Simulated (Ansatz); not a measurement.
Mg3Sb2 in Ansatz: the effect of functional

Mg3Sb2:

```xyz
5
Lattice="4.5820 0.0000 0.0000 -2.2910 3.9681 0.0000 0.0000 0.0000 7.2440" Properties=species:S:1:pos:R:3 pbc="T T T"
Sb    2.2910    1.3227    5.5417
Sb    0.0000    2.6454    1.7023
Mg    0.0000    0.0000    0.0000
Mg    2.2910    1.3227    2.6803
Mg    0.0000    2.6454    4.5637
```

Alike in all runs:

```yaml
Program: Ansatz 0.2.0
Task: projected density of states
Potentials_or_basis: Ansatz PAW
Cutoff: "420 eV (not typed: the program's choice for these potentials)"
k_mesh: 7 × 7 × 4
Occupations: fermi-dirac, width 0.05 eV
Spin: no spin polarisation
```

```csv
functional,gap on the mesh (eV),pressure (GPa),largest force (eV/Å)
RPBE,0.43,2.2,0.52
revPBE,?,?,?
BLYP,0.40,2.5,0.35
```

Q: What does the run with functional revPBE give?

A: gap on the mesh 0.42 eV; pressure 1.9 GPa; largest force 0.51 eV/Å.

Caveats: odd divisions of the mesh miss points on the zone boundary, where band edges often lie, so the gap on the mesh can be too wide; spin-orbit coupling is left out, which moves the levels of the heavy elements; the PAW data sets come from PBE, with cores solved anew for the run's functional, which leaves a small shift of forces and pressure; the density of states is complete only up to the lowest level of the last band computed.

A k mesh can miss the band edges.

Runs at the PBE level aren't shown here.
